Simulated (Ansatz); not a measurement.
FeO:

```xyz
2
Lattice="2.6125 0.0000 0.0000 0.0000 2.6125 0.0000 0.0000 0.0000 2.6125" Properties=species:S:1:pos:R:3 pbc="T T T"
Fe    0.0000    0.0000    0.0000
O     1.3062    1.3062    1.3062
```

The cell comes from a database or a generator and needn't be the stable form of this composition.

Alike in all runs: program Ansatz 0.2.0; functional PBE; potentials or basis Ansatz PAW; cutoff 420 eV (not typed: the program's choice for these potentials); k mesh 10 × 10 × 10; occupations fermi-dirac, width 0.05 eV.

The same cell was started in several ways:

```tsv
start	free energy over the lowest (meV/atom)	net moment (μB)	site or absolute moments (μB)	gap
collinear spin, ferromagnetic start of up to 4.5 μB	0.0	4.00	Fe +3.44; O +0.40	none (metal or under the smearing width)
no spin polarisation	615.2	-	-	none (metal or under the smearing width)
collinear spin, ferromagnetic start of up to 3 μB	0.0	4.00	Fe +3.44; O +0.40	none (metal or under the smearing width)
collinear spin, random start of up to 2.68 μB	0.0	-4.00	Fe -3.44; O -0.40	none (metal or under the smearing width)
```

Allowing spin polarisation gains 615 meV/atom. A still lower state may exist.

Caveats: semilocal functionals often make such compounds metallic where correlation or magnetic order opens a gap, which also shifts bond lengths; a cell with one magnetic atom can't hold antiferromagnetic order, which such compounds often take (some runs).
